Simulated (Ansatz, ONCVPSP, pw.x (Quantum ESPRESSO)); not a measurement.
# What a changed setting does to a pw.x run (fcc Ta)

Potential: optimised norm-conserving Vanderbilt (ONCV), ONCVPSP 4.0.1.1 (patched build), PBE; core [Kr] 4d10 4f14, reference 5s2 5p6 5d3 6s2; waves: 5s+6s: rc 1.75 bohr, ncon 3, nbas 7, qcut 4.2 1/bohr, 2 projectors; 5p: rc 1.75 bohr, ncon 4, nbas 8, qcut 7.1 1/bohr, 2 projectors, debl 3.8 Ha; 5d: rc 1.75 bohr, ncon 5, nbas 9, qcut 9.3 1/bohr, local; local part: the d channel; core correction: Teter function, fcfact 4, rcfact 1.

The reference run (k-mesh 13³, cutoffs 110/440 Ry, Fermi–Dirac 0.01 Ry, mixing_beta 0.4, conv_thr 1e-9, no spin) gives -2.22 GPa at 18.931 Å³/atom, where all-electron LAPW gives -0.85 GPa. This run, with its own iteration cap, changes nspin = 2 with starting_magnetization to 0.5.

```
&control
  calculation='scf', prefix='x', pseudo_dir='./', outdir='./tmp', tstress=.true., disk_io='none'
/
&system
  ibrav=0, nat=1, ntyp=1, ecutwfc=110, ecutrho=440, nbnd=14,
  occupations='smearing', smearing='fd', degauss=0.01, nspin=2, starting_magnetization(1)=0.5
/
&electrons
  conv_thr=1e-09, mixing_beta=0.4, electron_maxstep=60
/
ATOMIC_SPECIES
Ta 1.0 Ta.UPF
CELL_PARAMETERS angstrom
  0.00000000 2.11534489 2.11534489
  2.11534489 0.00000000 2.11534489
  2.11534489 2.11534489 0.00000000
ATOMIC_POSITIONS crystal
Ta 0.0000 0.0000 0.0000
K_POINTS automatic
13 13 13 0 0 0
```

```bash
pw.x < Ta.scf.in > Ta.scf.out
```

Problem. How does the run end?

Solution. It converges in 10 iterations; the free energy moves by +0.0 meV/atom and the pressure by +0.01 GPa. The result is that of the reference run.

```
Message from routine setup:
     using ibrav=0 with symmetry is DISCOURAGED, use correct ibrav instead
     lattice parameter (alat)  =       5.6532  a.u.
     unit-cell volume          =     127.7527 (a.u.)^3
     number of electrons       =        13.00
     number of Kohn-Sham states=           14
     kinetic-energy cutoff     =     110.0000  Ry
     charge density cutoff     =     440.0000  Ry
     scf convergence threshold =      1.0E-09
     Exchange-correlation= PBE
     atomic species   magnetization
     number of k points=    84  Fermi-Dirac smearing, width (Ry)=  0.0100
     iteration #  1     ecut=   110.00 Ry     beta= 0.40
     total energy              =    -121.29615857 Ry
     estimated scf accuracy    <       0.25976549 Ry
     total magnetization       =     1.90 Bohr mag/cell
     absolute magnetization    =     1.91 Bohr mag/cell
     iteration #  2     ecut=   110.00 Ry     beta= 0.40
     total energy              =    -121.43986164 Ry
     estimated scf accuracy    <       0.10630261 Ry
     total magnetization       =     1.51 Bohr mag/cell
     absolute magnetization    =     1.51 Bohr mag/cell
     iteration #  3     ecut=   110.00 Ry     beta= 0.40
     total energy              =    -121.47889969 Ry
     estimated scf accuracy    <       0.00202567 Ry
     total magnetization       =     0.54 Bohr mag/cell
     absolute magnetization    =     0.54 Bohr mag/cell
     [... 4 iterations left out ...]
     iteration #  8     ecut=   110.00 Ry     beta= 0.40
     total energy              =    -121.48450866 Ry
     estimated scf accuracy    <       0.00000003 Ry
     total magnetization       =     0.00 Bohr mag/cell
     absolute magnetization    =     0.00 Bohr mag/cell
     iteration #  9     ecut=   110.00 Ry     beta= 0.40
     total energy              =    -121.48450874 Ry
     estimated scf accuracy    <       0.00000004 Ry
     total magnetization       =     0.00 Bohr mag/cell
     absolute magnetization    =     0.00 Bohr mag/cell
     iteration # 10     ecut=   110.00 Ry     beta= 0.40
     the Fermi energy is    17.6875 ev
!    total energy              =    -121.48450875 Ry
     estimated scf accuracy    <          7.7E-10 Ry
     smearing contrib. (-TS)   =      -0.00540231 Ry
     The total energy is F=E-TS. E is the sum of the following terms:
     one-electron contribution =     -21.76511367 Ry
     hartree contribution      =      15.72625000 Ry
     xc contribution           =     -18.52258017 Ry
     ewald contribution        =     -96.91766260 Ry
     total magnetization       =     0.00 Bohr mag/cell
     absolute magnetization    =     0.00 Bohr mag/cell
     convergence has been achieved in  10 iterations
          total   stress  (Ry/bohr**3)                   (kbar)     P=      -22.02
     Message from routine punch:
     Nothing written, as per user request (disk_io='none')
```

The run took about 2.3 min on one core of a shared host (Neoverse-N1, 64 threads, 124 GiB, load 47).
